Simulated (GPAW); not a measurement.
WS2 (Tungstenite):

```
W S
1.0
     3.18000    0.00000    0.00000
    -1.59000    2.75396    0.00000
     0.00000    0.00000   12.50000
W S
2 4
Direct
  0.66667 0.33333 0.75000
  0.33333 0.66667 0.25000
  0.66667 0.33333 0.37500
  0.33333 0.66667 0.87500
  0.66667 0.33333 0.12500
  0.33333 0.66667 0.62500
```

Base run:

* Program: GPAW 26.7.0
* Functional: LDA
* Potentials or basis: the program's PAW data sets (release 1.2.1) made for this functional, newer versions
* Cutoff: 500 eV
* Basis: pw
* k mesh: 8 × 8 × 2
* Occupations: fermi-dirac, width 0.05 eV
* Spin: no spin polarisation

Its results: band gap on the k mesh 1.11 eV, indirect (least direct gap 2.16 eV); pressure -6.1 GPa; largest force 0.412 eV/Å.

Question: The run is repeated on the same cell with these changes: cutoff from 500 eV to 600 eV; k mesh from 8 × 8 × 2 to 6 × 6 × 2. What comes out?

Answer: Band gap on the k mesh 0.97 eV, indirect (least direct gap 1.72 eV); pressure -6.1 GPa; largest force 0.409 eV/Å.

Caveats: spin-orbit coupling is left out, which moves the levels of the heavy elements; the cutoff is short for stress and forces, so pressures can be off by a GPa or more (some runs).

Not every run made on this cell is shown here.
